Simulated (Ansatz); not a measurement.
A run of Ansatz 0.2.0:

Contents of input.yaml:

```yaml
crystal:
  lattice:
    - [4.0896976867, 0.0, 0.0]
    - [-2.0448488433, 3.5417820905, 0.0]
    - [0.0, 0.0, 3.788167]
  atoms:
    - { symbol: Pb, position: [0.0, 0.0, 0.0] }
    - { symbol: S, position: [0.6666666667, 0.3333333333, 0.5] }
hamiltonian:
  xc: pbe
  pseudopotentials: { kind: paw }
kpoints:
  mp_grid: { grid: [8, 8, 7] }
scf:
  occupations: { method: fermi_dirac, width: 0.05 }
output:
  forces: true
  stress: true
  eigenvalues: true
  write_density: true
  write_potential: true
  elf: true
  volumetric_format: npy
relax:
  f_tol: 0.01
  max_steps: 40
  cell: { stress_tol: 0.05 }
```

Potentials or basis: Ansatz PAW.

Run with:

```console
$ ansatz run input.yaml --threads 2 --pin off --max-ram 5632MiB --backend cpu --events-out ev --progress --plain --runs-dir out
```

Hardware: 2 threads of Intel(R) Xeon(R) Platinum 8488C (Sapphire Rapids), with other jobs on the host.

Task: How long does it take, and how much memory?

Result: Wall time 3.5 s on 2 threads of Intel(R) Xeon(R) Platinum 8488C (Sapphire Rapids) (shared host), peak memory 0.42 GiB. Counts: scf iterations 14, plane waves 1105, k points 40, bands 14, ion steps 2.
